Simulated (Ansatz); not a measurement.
Runs of Ansatz 0.2.0 on CaSe. Symmetry: F-43m, No. 216, cubic system. Conventional cell: a = 6.600 Å, b = 6.600 Å, c = 6.600 Å, α = 90.00°, β = 90.00°, γ = 90.00°. Se (site symmetry -43m) is surrounded by 4 Ca at 2.86 Å. Ca (site symmetry -43m) is surrounded by 4 Se at 2.86 Å. The cell comes from a database or a generator and needn't be the stable form of this composition.

| task | level | cell | smearing | gap on the mesh (eV) | pressure (GPa) |
| --- | --- | --- | --- | --- | --- |
| relaxation of cell and atoms | BLYP+D4 | relaxed | gaussian 0.05 eV | (b) | 0.0 |
| single point | PBE | as given | gaussian 0.02 eV | 3.15 | -0.2 |
| single point | RPBE | as given | gaussian 0.05 eV | 3.40 | 1.1 |
| single point | PBE | as given | gaussian 0.05 eV | 3.15 | -0.2 |
| density of states | LDA | as given | fermi-dirac 0.02 eV | (a) | -2.7 |

Alike in all rows: potentials or basis Ansatz PAW; no spin polarisation; k mesh 7 × 7 × 7; cutoff (eV) 420.

**Question.** Estimate the missing entries.

**Answer.** (a) 2.88; (b) 3.36.

Caveats: odd divisions of the mesh miss points on the zone boundary, where band edges often lie, so the gap on the mesh can be too wide; the PAW data sets come from PBE, with cores solved anew for the run's functional, which leaves a small shift of forces and pressure (some runs); the plane-wave basis is chosen anew once the cell has moved, so the energies of steps on either side of that aren't comparable (some runs).

A k mesh can miss the band edges, and the runs leave out spin-orbit coupling on Se.
